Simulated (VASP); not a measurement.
# Si2N in VASP: notebook

The runs below take Si2N through single point, with PBE.

Program: VASP 6.6.1. These are calculated values, not measurements. Logs are shortened: lines on timing, memory, paths and dates and some standing lists are left out, and cuts for length are marked.

## Step 1: Starting point

The cell holds a sheet with vacuum, 3 atoms: a = 3.897 Å, b = 3.897 Å, c = 24.207 Å, α = 90.00°, β = 90.00°, γ = 120.00°.

The cell was built by a generator and needn't be a form met in nature.

## Step 2: Single point, PBE

File INCAR:

```
PREC = Accurate ; ENCUT = 520
EDIFF = 1E-6 ; ISMEAR = 0
SIGMA = 0.1 ; LREAL = False
LASPH = True ; NELM = 100
ALGO = Normal ; ISIF = 2
LWAVE = False ; LCHARG = False
LDIPOL = True ; IDIPOL = 3
DIPOL = 0.5 0.5 0.311 ; GGA = PE
NBANDS = 14
```

File KPOINTS:

```
regular mesh
0
Gamma
  12 12 1
```

File POSCAR:

```
Si2N
1.0
    3.8971849341     -0.0000002600      0.0000000000
   -1.9485922419      3.3750612862      0.0000000000
    0.0000000000      0.0000000000     24.2066194000
Si N
2 1
Direct
    0.3333333333      0.6666666667      0.3192315170
    0.6666666667      0.3333333333      0.3192315170
    0.0000000000      0.0000000000      0.2952342525
```

Potentials or basis: VASP PAW PBE potentials, release 64 (Si, N).

Started as:

```console
$ cat potpaw_PBE.64/Si/POTCAR potpaw_PBE.64/N/POTCAR > POTCAR
$ mpirun -np 1 vasp_std > vasp.out
```

OUTCAR:

```text
PREC = Accurate
   ENCUT = 520
   EDIFF = 1E-6
   ISMEAR = 0
   LREAL = False
   LASPH = True
   NELM = 100
   ISIF = 2
   GGA = PE

 ion  position               nearest neighbor table
   1  0.333  0.667  0.319-   2 2.25   2 2.25   2 2.25   3 2.32   3 2.32   3 2.32
   2  0.667  0.333  0.319-   1 2.25   1 2.25   1 2.25   3 2.32   3 2.32   3 2.32
   3  0.000  0.000  0.295-   1 2.32   2 2.32   2 2.32   1 2.32   2 2.32   1 2.32

  LATTYP: Found a hexagonal cell.
 ALAT       =     3.8971849341
 C/A-ratio  =     6.2113088830

  Lattice vectors:

 A1 = (   3.8971849341,  -0.0000002600,   0.0000000000)
 A2 = (  -1.9485922419,   3.3750612862,   0.0000000000)
 A3 = (   0.0000000000,   0.0000000000,  24.2066194000)

Analysis of symmetry for initial positions (statically):
=====================================================================
 Subroutine PRICEL returns:
 Original cell was already a primitive cell.

 Routine SETGRP: Setting up the symmetry group for a
 hexagonal supercell.

 Subroutine GETGRP returns: Found 12 space group operations
 (whereof 12 operations were pure point group operations)
 out of a pool of 24 trial point group operations.

The static configuration has the point symmetry C_6v.

Analysis of symmetry for dynamics (positions and initial velocities):
=====================================================================
 Subroutine PRICEL returns:
 Original cell was already a primitive cell.

 Routine SETGRP: Setting up the symmetry group for a
 hexagonal supercell.

 Subroutine GETGRP returns: Found 12 space group operations
 (whereof 12 operations were pure point group operations)
 out of a pool of 24 trial point group operations.

The dynamic configuration has the point symmetry C_6v.

 Subroutine INISYM returns: Found 12 space group operations
 (whereof 12 operations are pure point group operations),
 and found     1 'primitive' translations

----------------------------------------------------------------------------------------

                                     Primitive cell

  volume of cell :     318.3954

  direct lattice vectors                    reciprocal lattice vectors
     3.897184934 -0.000000260  0.000000000     0.256595480  0.148145447  0.000000000
    -1.948592242  3.375061286  0.000000000     0.000000020  0.296290927  0.000000000
     0.000000000  0.000000000 24.206619400     0.000000000  0.000000000  0.041311014

  length of vectors
     3.897184934  3.897184934 24.206619400     0.296290927  0.296290927  0.041311014

  position of ions in fractional coordinates (direct lattice)
     0.333333333  0.666666667  0.319231517
     0.666666667  0.333333333  0.319231517
     0.000000000  0.000000000  0.295234253

  ion indices of the primitive-cell ions
   primitive index   ion index
                 1           1
                 2           2
                 3           3

----------------------------------------------------------------------------------------

 KPOINTS: regular mesh

Automatic generation of k-mesh.
 Grid dimensions read from file:
 generate k-points for:   12   12    1

 Generating k-lattice:

  Cartesian coordinates                     Fractional coordinates (reciprocal lattice)
     0.021382957  0.012345454  0.000000000     0.083333333  0.000000000  0.000000000
     0.000000002  0.024690911  0.000000000    -0.000000000  0.083333333  0.000000000
     0.000000000  0.000000000  0.041311014     0.000000000  0.000000000  1.000000000

  Length of vectors
     0.024690911  0.024690911  0.041311014

  Shift w.r.t. Gamma in fractional coordinates (k-lattice)
     0.000000000  0.000000000  0.000000000

 Subroutine IBZKPT returns following result:
 ===========================================

 Found     19 irreducible k-points:

 Following reciprocal coordinates:
            Coordinates               Weight
  0.000000  0.000000  0.000000      1.000000
  0.083333  0.000000  0.000000      6.000000
  0.166667  0.000000  0.000000      6.000000
  0.250000  0.000000  0.000000      6.000000
  0.333333  0.000000  0.000000      6.000000
  0.416667 -0.000000  0.000000      6.000000
[... 11 lines left out ...]
  0.333333  0.250000  0.000000     12.000000
  0.333333  0.333333  0.000000      2.000000
   k-points           NKPTS =     19   k-points in BZ     NKDIM =     19   number of bands    NBANDS=     14
   number of dos      NEDOS =    301   number of ions     NIONS =      3
   total plane-waves  NPLWV = 162000
   dimension x,y,z NGX =    30 NGY =   30 NGZ =  180
   dimension x,y,z NGXF=    60 NGYF=   60 NGZF=  360
   ions per type =               2   1
   NGX,Y,Z   is equivalent  to a cutoff of  12.80, 12.80, 12.36 a.u.
   NGXF,Y,Z  is equivalent  to a cutoff of  25.59, 25.59, 24.72 a.u.
 SYSTEM =  unknown system
   PREC   = accura    normal or accurate (medium, high low for compatibility)
   ISTART =      0    job   : 0-new  1-cont  2-samecut
   ICHARG =      2    charge: 1-file 2-atom 10-const
   ISPIN  =      1    spin polarized calculation?
   LNONCOLLINEAR =      F non collinear calculations
   LSORBIT =      F    spin-orbit coupling
   LASPH  =      T    aspherical Exc in radial PAW
   ENCUT  =  520.0 eV  38.22 Ry    6.18 a.u.   7.25  7.25 45.01*2*pi/ulx,y,z
   NELM   =    100;   NELMIN=  2; NELMDL= -5     # of ELM steps
   EDIFF  = 0.1E-05   stopping-criterion for ELM
   LREAL  =      F    real-space projection
   EDIFFG = 0.1E-04   stopping-criterion for IOM
   NSW    =      0    number of steps for IOM
   IBRION =     -1    ionic relax: 0-MD 1-quasi-New 2-CG
   NFREE  =      0    steps in history (QN), initial steepest desc. (CG)
   ISIF   =      2    stress and relaxation
   ISYM   =      2    0-nonsym 1-usesym 2-fastsym
   POTIM  = 0.5000    time-step for ionic-motion
   TEBEG  =    0.0;   TEEND  =   0.0 temperature during run
   PSTRESS=    0.0 pullay stress
   NELECT =      13.0000    total number of electrons
   NUPDOWN=      -1.0000    fix difference up-down
   EMIN   =  10.00;   EMAX   =-10.00  energy-range for DOS
   EFERMI =   0.00;   METHOD = LEGACY
   ISMEAR =     0;   SIGMA  =   0.10  broadening in eV -4-tet -1-fermi 0-gaus
   EFERMI_NEDOS =   21; number of points for ismear=-14 and -15
   IALGO  =     38    algorithm
   IMIX   =      4    mixing-type and parameters
     AMIX     =   0.40;   BMIX     =  1.00
     AMIX_MAG =   1.60;   BMIX_MAG =  1.00
  volume/ion in A,a.u.               =     106.13       716.21
  Fermi-wavevector in a.u.,A,eV,Ry     =   0.563725  1.065285  4.323734  0.317785
  Thomas-Fermi vector in A             =   1.600986
   LORBIT       =      0    0 simple, 1 ext, 2 COOP (PROOUT), +10 PAW based schemes
   GGA     = PE    functional components
   LHFCALC =     F    Hartree Fock is set to
   AEXX    =    0.0000 exact exchange contribution
   IVDW    =     0    specifies the selected vdW correction
   LEPSILON=     F    determine dielectric tensor
   LRPA    =     F    only Hartree local field effects (RPA)
 non-spin polarized calculation
 Gauss-broadening in eV      SIGMA  =   0.10
  energy-cutoff  :      520.00
  volume of cell :      318.40
 maximum number of plane-waves:      8617
 NGX is ok and might be reduce to    30
   NGX = 15   NGY = 15   NGZ = 91

 number of electron      13.0000001 magnetization

 dipolmoment           0.000000      0.000000     -0.052724 electrons x Angstroem

 Free energy of the ion-electron system (eV)
  ---------------------------------------------------
  ext. energy  EPLUGINS =         0.00000000
  ---------------------------------------------------
  free energy    TOTEN  =       -14.64511217 eV

  energy without entropy =      -14.63604836  energy(sigma->0) =      -14.64058027

 E-fermi :  -3.5774     XC(G=0):  -1.9212

 val. band max:       -3.6037599688   @ k =   0.2500   0.0833   0.0000
 cond. band min:      -3.4430259275   @ k =   0.3333   0.3333   0.0000
 fundamental gap:      0.1607340413
 Fermi energy:        -3.5773962906

 k-point     1 :       0.0000    0.0000    0.0000
  band No.  band energies     occupation
      1     -18.7032      2.00000
      2     -11.0991      2.00000
      3      -7.1892      2.00000
      4      -7.1892      2.00000
      5      -6.5318      2.00000
      6      -5.2938      2.00000
      7      -5.2938      2.00000
      8      -3.1529      0.00000
      9      -1.9919      0.00000
     10       0.6415      0.00000
     11       1.3301      0.00000
     12       1.5793      0.00000
     13       2.3619      0.00000
     14       2.5127      0.00000

 k-point     2 :       0.0833    0.0000    0.0000
  band No.  band energies     occupation
      1     -18.6446      2.00000
      2     -11.2262      2.00000
      3      -7.6161      2.00000
      4      -7.4464      2.00000
      5      -6.2443      2.00000
      6      -5.3037      2.00000
      7      -4.9341      2.00000
      8      -3.1645      0.00000
      9      -1.4361      0.00000
     10       0.6814      0.00000
     11       1.4114      0.00000
     12       1.6700      0.00000
     13       2.3161      0.00000
     14       2.4524      0.00000
[... 258 lines left out ...]
      1     -17.3892      2.00000
      2     -12.9744      2.00000
      3     -11.8586      2.00000
      4      -6.6138      2.00000
      5      -4.8306      2.00000
      6      -4.5301      2.00000
      7      -3.6456      1.66520
      8      -1.7995      0.00000
      9      -1.2721      0.00000
     10       2.4770      0.00000
     11       3.2505      0.00000
     12       3.3752      0.00000
     13       4.4672      0.00000
     14       4.5947      0.00000

 k-point    19 :       0.3333    0.3333    0.0000
  band No.  band energies     occupation
      1     -17.3346      2.00000
      2     -12.5435      2.00000
      3     -12.5435      2.00000
      4      -6.3367      2.00000
      5      -4.6789      2.00000
      6      -4.6789      2.00000
      7      -3.4430      0.05740
      8      -1.7728      0.00000
      9      -1.7728      0.00000
     10       2.5810      0.00000
     11       3.4404      0.00000
     12       3.4404      0.00000
     13       4.8659      0.00000
     14       4.8659      0.00000

------------------------ aborting loop because EDIFF is reached ----------------------------------------

 vacuum level on the upper side and lower side of the slab       (xc-potential included)        -0.434         0.336

  FORCE on cell =-STRESS in cart. coord.  units (eV):
  Direction    XX          YY          ZZ          XY          YZ          ZX
  --------------------------------------------------------------------------------------
  -------------------------------------------------------------------------------------
  Total       -0.0328280     -0.0328280     -0.0137243      0.0000000     -0.0000000      0.0000000
  in kB       -0.1651918     -0.1651918     -0.0690612      0.0000000     -0.0000000      0.0000000
  external PRESSURE =      -0.1331483 kB  Pullay stress =       0.0000000 kB

 VOLUME and BASIS-vectors are now :
 -----------------------------------------------------------------------------
  energy-cutoff  :      520.00
  volume of cell :      318.40
      direct lattice vectors                 reciprocal lattice vectors
     3.897184934 -0.000000260  0.000000000     0.256595480  0.148145447  0.000000000
    -1.948592242  3.375061286  0.000000000     0.000000020  0.296290927  0.000000000
     0.000000000  0.000000000 24.206619400     0.000000000  0.000000000  0.041311014

 POSITION                                       TOTAL-FORCE (eV/Angst)
 -----------------------------------------------------------------------------------
      0.00000      2.25004      7.72752        -0.000000     -0.000000      0.001206
      1.94859      1.12502      7.72752         0.000000      0.000000      0.001206
      0.00000      0.00000      7.14662        -0.000000     -0.000000     -0.002411
 -----------------------------------------------------------------------------------
    total drift:                               -0.000000     -0.000000      0.000055

  FREE ENERGIE OF THE ION-ELECTRON SYSTEM (eV)
  ---------------------------------------------------
  free  energy   TOTEN  =       -14.6451121716 eV

  energy  without entropy=      -14.6360483608  energy(sigma->0) =      -14.64058027

 vacuum level on the upper side and lower side of the slab         1.116         1.849
```

It took 1.7 min on 1 thread of Intel Xeon 6975P-C (Granite Rapids), shared host; peak memory 0.42 GiB.

What came out:

```yaml
Free_energy: -14.6451 eV
Band_gap_on_the_k_mesh: none (metal or under the smearing width)
```

Forces on the atoms (eV/Å):
```
Si   0.000  0.000  0.001
Si   0.000  0.000  0.001
N    0.000  0.000 -0.002
```

## Step 3: Single point, PBE

File INCAR:

```
SYSTEM = Si2N
ALGO     = Normal         ! electronic algorithm
DIPOL    = 0.5 0.5 0.311
EDIFF    = 1E-6           ! SCF threshold, eV
ENCUT    = 520            ! plane-wave cutoff, eV
GGA      = PE             ! functional
IDIPOL   = 3            
ISIF     = 2              ! what is computed and relaxed
ISMEAR   = 0              ! smearing method
LASPH    = .TRUE.         ! aspherical terms in the spheres
LCHARG   = .TRUE.         ! write CHGCAR
LDIPOL   = .TRUE.       
LELF     = .TRUE.         ! ELF
LREAL    = .FALSE.        ! projectors in reciprocal space
LVACPOTAV= .TRUE.       
LVHAR    = .TRUE.       
LWAVE    = .FALSE.        ! write WAVECAR
NBANDS   = 14             ! bands
NELM     = 100            ! most SCF steps
PREC     = Accurate       ! precision mode
SIGMA    = 0.1            ! smearing width, eV
```

File KPOINTS:

```
k-points
0
G
  12 12 1
  0 0 0
```

File POSCAR:

```
Si2N
1.0
    3.8933611122     -0.0000002597      0.0000000000
   -1.9466803312      3.3717497591      0.0000000000
    0.0000000000      0.0000000000     24.2066194000
Si N
2 1
Direct
    0.3333333333      0.6666666667      0.3196158548
    0.6666666667      0.3333333333      0.3196158548
    0.0000000000      0.0000000000      0.2944655769
```

Potentials or basis: VASP PAW PBE potentials, release 64 (Si, N).

Started as:

```console
$ cat potpaw_PBE.64/Si/POTCAR potpaw_PBE.64/N/POTCAR > POTCAR
$ mpirun -np 1 vasp_std > vasp.out
```

Wall time 1.7 min (1 thread of Intel Xeon 6975P-C (Granite Rapids), shared host); peak memory 0.43 GiB.

It converged, with:

| Item | Value |
| --- | --- |
| Free energy | -14.6439 eV |
| Largest force | 0.093 eV/Å |
| Band gap on the k mesh | none (metal or under the smearing width) |
| Work function of the upper face | 4.76 eV |
| Work function of the lower face | 5.57 eV |

Forces on the atoms (eV/Å):
```
Si   0.000  0.000 -0.047
Si   0.000  0.000 -0.047
N    0.000  0.000  0.093
```

Levels at points of the mesh, in eV from the Fermi level:
```csv
k point,band 5,band 6,band 7,band 8,band 9,band 10
"(0.00, 0.00, 0.00)",-2.86,-1.71,-1.71,0.35,1.61,4.23
"(0.50, 0.00, 0.00)",-1.79,-1.73,1.75,2.10,2.91,5.26
```
